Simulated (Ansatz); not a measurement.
The system is Ti2C.

```
Ti C
1.0
     1.54070    0.88952    4.81377
    -1.54070    0.88952    4.81377
     0.00000   -1.77905    4.81377
Ti C
2 1
Direct
  0.75450 0.75450 0.75450
  0.24550 0.24550 0.24550
  0.50000 0.50000 0.50000
```

The cell comes from a database or a generator and needn't be the stable form of this composition.

Base run:

* Program: Ansatz 0.2.0
* Functional: PBEsol
* Potentials or basis: JTH PAW
* Cutoff: 1230 eV (not typed: the program's choice for these potentials)
* k mesh: 10 × 10 × 10
* Occupations: fermi-dirac, width 0.05 eV
* Spin: no spin polarisation

Its results: band gap on the k mesh none (metal or under the smearing width); pressure -4.1 GPa; largest force 0.147 eV/Å.

The run is repeated on the same cell with these changes: potentials or basis from JTH PAW to Ansatz PAW; cutoff from 1230 eV (not typed: the program's choice for these potentials) to 420 eV (not typed: the program's choice for these potentials). What comes out?

Band gap on the k mesh none (metal or under the smearing width); pressure -4.6 GPa; largest force 0.188 eV/Å.

Caveats: the PAW data sets come from PBE, with cores solved anew for the run's functional, which leaves a small shift of forces and pressure (some runs).
